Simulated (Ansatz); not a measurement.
# Rh: the cost of one run

Method: DFT PBE, scalar-relativistic, plane waves, PAW, in Ansatz 0.2.0.

### 1 Starting point

It takes space group P6/mmm (No. 191, hexagonal). Conventional cell: a = 4.490 Å, b = 4.490 Å, c = 2.752 Å, α = 90.00°, β = 90.00°, γ = 120.00°. Around Rh (site symmetry 6/mmm) lie 14 Rh at 2.75 to 2.93 Å. Rh (site symmetry -6m2) has 11 Rh at 2.59 to 2.93 Å as nearest neighbours.

As a file:

```
Rh
1.0
     4.48953    0.00000    0.00000
    -2.24477    3.88805    0.00000
     0.00000    0.00000    2.75228
Rh
3
Direct
  0.00000 0.00000 0.00000
  0.33333 0.66667 0.50000
  0.66667 0.33333 0.50000
```

This is candidate A: omega type (P6/mmm, No. 191).

(A quick probe on a coarse mesh, which set the mesh and smearing, is not shown.)

### 3 A loose first relaxation (candidate A)

input.yaml reads:

```yaml
crystal:
  lattice:
    - [4.4895314866, 0.0, 0.0]
    - [-2.2447657433, 3.8880483185, 0.0]
    - [0.0, 0.0, 2.7522779983]
  atoms:
    - { symbol: Rh, position: [0.0, 0.0, 0.0] }
    - { symbol: Rh, position: [0.3333333333, 0.6666666667, 0.5] }
    - { symbol: Rh, position: [0.6666666667, 0.3333333333, 0.5] }
basis:
  ecutwfc: 420
kpoints:
  mp_grid: { grid: [6, 6, 6] }
hamiltonian:
  xc: pbe
scf:
  occupations: { method: gaussian, width: 0.1 }
  lower_state_search: "off"
output:
  forces: true
  stress: true
  eigenvalues: true
relax:
  adjacent_minimum: "off"
  f_tol: 0.04
  max_steps: 70
  cell: { stress_tol: 0.4 }
```

What time and memory should one allow on 1 thread of an x86-64 CPU, shared host?

About 8.2 s, with a peak of 0.47 GiB.
